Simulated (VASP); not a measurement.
Write the native input for VASP 6.6.1 that does the following.

```
Task                   : band structure
Functional             : PBE
Potentials or basis    : VASP PAW PBE potentials, release 64 (Zn, Cu, Sn_d, Se)
Cutoff                 : 520 eV
k mesh                 : 10 × 10 × 10
Occupations            : methfessel-paxton, width 0.1 eV
Spin                   : no spin polarisation
Further INCAR settings : ALGO = Normal; EDIFF = 1e-06; NBANDS = 46
```

The structure of ZnCu2SnSe4 lies in POSCAR:

```
ZnCu2SnSe4                              
1.0
   -2.8325121695      2.8325121667      5.6631203632
    2.8325121695     -2.8325121667      5.6631203632
    2.8325121667      2.8325121695     -5.6631203632
  Zn              Cu              Sn              Se            
     1     2     1     4
Direct
     0.7500000000000000    0.2500000000000000    0.5000000000000000
     0.2500000000000000    0.7500000000000000    0.5000000000000000
     0.0000000000000000    0.0000000000000000    0.0000000000000000
     0.5000000000000000    0.5000000000000000    0.0000000000000000
     0.6299398007125161    0.6398559926438869    0.5309960500260681
     0.1088599426178189    0.0989437506864481    0.4690039499739320
     0.9010562493135520    0.3700601992874839    0.0099161919313709
     0.3601440073561131    0.8911400573821811    0.9900838080686292
```

The cell comes from a database or a generator and needn't be the stable form of this composition.

One way to write it, as run:

INCAR

```
SYSTEM = ZnCu2SnSe4
PREC = Accurate
ENCUT = 520
EDIFF = 1E-6
ISMEAR = 1
SIGMA = 0.1
LREAL = .FALSE.
LASPH = .TRUE.
NELM = 80
ALGO = Normal
ISIF = 2
LWAVE = .FALSE.
LCHARG = .FALSE.
LMAXMIX = 4
GGA = PE
NBANDS = 46
KPAR = 4
```

KPOINTS

```
Automatic mesh
0
G
  10 10 10
  0 0 0
```

KPOINTS_OPT

```
explicit points
243
Reciprocal
 0.0000000000  0.0000000000  0.0000000000 1
 0.0000000000  0.0000000000  0.0357142857 1
 0.0000000000  0.0000000000  0.0714285714 1
 0.0000000000  0.0000000000  0.1071428571 1
 0.0000000000  0.0000000000  0.1428571429 1
 0.0000000000  0.0000000000  0.1785714286 1
[... 235 lines left out ...]
 0.0319732900  0.0319732900  0.4680267100 1
-0.0319732900 -0.0319732900  0.5319732900 1
```

Potentials or basis: VASP PAW PBE potentials, release 64 (Zn, Cu, Sn_d, Se).

The run is started by

```sh
$ cat potpaw_PBE.64/Zn/POTCAR potpaw_PBE.64/Cu/POTCAR potpaw_PBE.64/Sn_d/POTCAR potpaw_PBE.64/Se/POTCAR > POTCAR
$ mpirun -np 4 vasp_std > vasp.out
```

It gave:

* Pressure: 3.5 GPa
* Largest force: 0.047 eV/Å
* Band gap along the path: none (metal or under the smearing width)

Caveat: spin-orbit coupling is left out, which moves the levels of the heavy elements; the run has no spin polarisation, though such a crystal can be magnetic.

Wall time 24 min on 4 MPI ranks on AMD EPYC 7R13 Processor (Zen 3), on a shared host, peak memory 1.8 GiB a rank.
